**Question**

I computed the atomization energy of CHF₃ in a minimal basis and compared every level with full configuration interaction (FCI) in the same basis. A negative error means that the molecule is bound too weakly.

Errors in the atomization energy of CHF₃ (neutral singlet), computed with Ansatz 0.2.0 in the STO-3G basis at the MP2(full)/6-31G* geometry. Each error is the atomization energy (atoms minus molecule) at the given level less the FCI value in the same basis, without zero-point energy; correlated wave-function levels use frozen cores.

```tsv
level	this level less the reference (FCI, same basis) (kJ/mol)
RHF	-278.3
RMP2	-53.4
CISD	-22.4
RCCSD	-12.2
RCCSD(T)	-2.4
BCCD(T)	-2.3
RCCSDT	-0.1
CISDTQ	-0.6
RCCSDT(Q)	0.1
RCCSDTQ	0.1
SPW92	926.0
PBE	573.9
r2SCAN	442.4
PBE0	427.1
B3LYP	419.1
wB97M-V	474.9
B2PLYP	236.2
PBE-QIDH	179.8
RPA-PBE	-200.4
```

The levels from RHF to BCCD(T) underbind, and so does RPA-PBE, while all the other density functionals overbind, by as much as 926 kJ/mol. Is B3LYP really wrong by 419 kJ/mol? And is RMP2, at −53 kJ/mol, that much better?

**Answer**

No to the first; and the RMP2 figure flatters the method. An atomization energy is a difference between atoms and molecule, so its error is the correlation energy that a method misses in the molecule, less what it misses in the atoms. You therefore have to ask what each method misses on both sides, and then what the reference itself can describe.

The atoms are very simple in this basis. Hydrogen has one electron, and the fluorine valence shell has a single vacancy, so neither has room for a pair of electrons to be excited. Only carbon has correlation energy, because its 2s pair can move into the empty 2p orbital. With three valence electrons of one spin and one of the other in four orbitals, carbon allows double excitations at most. CISD and RCCSD are thus already exact for all the atoms, and their errors must come from the molecule alone.

This can be tested without fitting anything. The molecular correlation energy is 331.5 kJ/mol with RCCSDTQ, which is practically FCI here, and CISD finds 309.1 of it. The predicted CISD error is 309.1 − 331.5 = −22.4 kJ/mol, which is the value in the table. RCCSD and RCCSD(T) follow the same rule closely, as the output below shows.

The rule fails for RMP2, and that failure exposes a cancellation. RMP2 misses about 81 kJ/mol in the molecule but also 27 in the atoms, so only the difference of some 53 appears as its error. It finds only about half of carbon's correlation energy. Just two configurations mix in that atom, and a small gap between them would by itself make the second-order energy too large, not too small. It comes out too small because second order takes the gap from orbital energies, which here overstate the cost of moving the 2s pair. RHF profits from the same kind of cancellation, since it leaves out carbon's correlation energy altogether.

What CISD lacks is easiest to see in two distant H₂ molecules in a minimal basis. CISD is exact for one of them, but for the pair it omits the configuration in which both are doubly excited at once. Coupled cluster includes such products automatically, and in CHF₃ RCCSD removes nearly half of the CISD error. The analogy ends there, because the electron pairs of CHF₃ also interact through genuine triple excitations. The perturbative (T) supplies most of these, and RCCSDT brings the error down to about 0.1 kJ/mol.

The functionals need a different reading, because here the reference is the weak point. FCI is exact only within its basis, which offers 26 valence electrons just four empty orbitals, and it gives 1517 kJ/mol. The real value, without zero-point energy, is roughly 1900 kJ/mol (a rough recalled figure). PBE0 gives 1517 + 427 = 1944 kJ/mol and B3LYP 1936, so most of their apparent error is the shortfall of the reference in this small basis. Both functionals have a basis error of their own, so their closeness to the real value is no measure of their accuracy. SPW92 reaches 1517 + 926 = 2443 kJ/mol, far above even the real value, and this is the familiar overbinding of the local density approximation.

The correlation functional needs no empty orbitals, so it is expected to supply the short-range (dynamic) correlation that four empty orbitals can hardly describe. Exchange contributes as well. PBE and PBE0 share the same correlation functional, yet replacing a quarter of the PBE exchange by exact exchange lowers the error by 147 kJ/mol. Theory offers a reason: semilocal exchange keeps the exchange hole close to the electron, which imitates the left-right correlation of electrons in a bond. A functional thus brings in through the density part of what a wave function must build from empty orbitals. That can't be the whole story here: left-right correlation is the kind FCI can build from the four antibonding orbitals, and all the correlation that FCI adds to the binding is only 278 kJ/mol.

A rough sum gives the sizes. If the effect is linear, replacing all of the PBE exchange would cost four times as much, about 590 kJ/mol, which is more than half of what PBE gains over RHF. This figure is expected to be too large, because the orbitals of the molecule relax as the exchange changes, while symmetry fixes the occupied orbitals of the atoms in this basis. I then added exchange, PBE correlation and second-order correlation in the proportions of PBE-QIDH, a row not used to find these parts. The sum gives an error of 153 kJ/mol, against 180 computed. It ignores how the orbitals change between functionals, and an equal split between exchange and correlation would miss by hardly more. If the PBE-QIDH row is instead used to find the exchange part, it gives about 514 kJ/mol, still more than half of what PBE gains over RHF. Both estimates split the gain over RHF, not the error against FCI. If the 278 kJ/mol that FCI itself gains is set against exchange, exchange leaves 309 or 236 kJ/mol, against 265 or 338 from correlation, so neither part clearly dominates the error. The exchange part is also expected to shrink in a larger basis.

RPA-PBE underbinds by 200 kJ/mol although it starts from PBE orbitals. It uses exact exchange and builds its correlation from the empty orbitals, so it loses the help of semilocal exchange. It gains only 78 kJ/mol over RHF, and spurious self-correlation is a likely part of the reason. The fluorine atom has no correlation energy in this basis, yet RPA assigns it some, which lowers the energy of the separated atoms and so weakens the binding. RPA is expected to overcorrelate the molecule too, which offsets much of this. A second cause may matter as much: exact exchange evaluated on PBE orbitals gives an energy above the Hartree-Fock minimum, and this penalty falls on the molecule alone, since the occupied orbitals of the atoms are fixed by symmetry. How much each costs can't be read from the table.

So use this table to see how closely a wave-function method approaches FCI in the same basis, but allow for the cancellation in RMP2 and don't rank levels that differ by only about 0.1 kJ/mol. Don't rank the functionals with it at all. Bond energies meant for comparison with experiment need a much larger basis, even with FCI.

Output of the analysis:

```
correlation energy of the molecule, CCSDTQ (kJ/mol): 331.5
correlation energy of the atoms implied by the RHF error (kJ/mol): 53.16
correlation missed by MP2 in the molecule (kJ/mol): 80.65
correlation missed by MP2 in the atoms (kJ/mol): 27.25
share of molecular correlation found by MP2 (percent): 75.67
share of atomic correlation found by MP2 (percent): 48.75
CISD error predicted from the molecule alone (kJ/mol): -22.39
RCCSD error predicted from the molecule alone (kJ/mol): -12.26
RCCSD(T) error predicted from the molecule alone (kJ/mol): -2.4
gain from CISD to RCCSD (kJ/mol): 10.2
gain from RCCSD to RCCSD(T) (kJ/mol): 9.8
gain from RCCSD(T) to RCCSDT (kJ/mol): 2.3
atomization energy with RHF (kJ/mol): 1239
atomization energy with PBE0 (kJ/mol): 1944
drop of the error from PBE to PBE0 (kJ/mol): 146.8
binding gained by PBE exchange over exact exchange, from PBE and PBE0 (kJ/mol): 587.2
the same gain estimated from PBE and PBE-QIDH (kJ/mol): 513.8
binding gained by PBE correlation, from PBE and PBE0 (kJ/mol): 265
PBE-QIDH error predicted by adding parts (kJ/mol): 153.4
PBE-QIDH prediction less computed error (kJ/mol): -26.41
binding gained from RHF to RPA-PBE (kJ/mol): 77.9
```
